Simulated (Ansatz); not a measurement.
# Te$_{2}$Mo: from a first guess to the relaxed CdI2 type

First guess:

```xyz
3
Lattice="3.9670 0.0000 0.0000 -1.9835 3.4355 0.0000 0.0000 0.0000 6.3472" Properties=species:S:1:pos:R:3 pbc="T T T"
Mo    0.0000    0.0000    0.0000
Te    0.0000    2.2903    1.5868
Te    1.9835    1.1452    4.7604
```

Method: DFT, PBE, PAW with Ansatz's default frozen-core files, scalar-relativistic in Ansatz 0.2.0.

Cell and atoms relax within the symmetry of the start on a 12×12×7 k mesh with 0.05 eV Fermi–Dirac smearing.

The start is built from a prototype, known or not as a phase of this compound; the cutoff is 420 eV.

No spin–orbit coupling, which matters for the heavy atoms here.

Problem. What is the pressure of the first guess?

Solution. -3.80 GPa.

Problem. What does it relax to?

Solution. a = 3.509 Å, b = 3.509 Å, c = 7.901 Å, α = 90.00°, β = 90.00°, γ = 120.00° (conventional cell), 28.09 Å³ per atom:
Space group P-3m1 (No. 164). a = 3.509 Å, b = 3.509 Å, c = 7.901 Å, α = 90.00°, β = 90.00°, γ = 120.00°
| atom | site | symmetry | x | y | z |
| --- | --- | --- | --- | --- | --- |
| Mo | 1a | -3m. | 0.0000 | 0.0000 | 0.0000 |
| Te | 2d | 3m. | 0.3333 | 0.6667 | 0.2354 |

Problem. How much energy does the relaxation release?

Solution. 189 meV/atom.
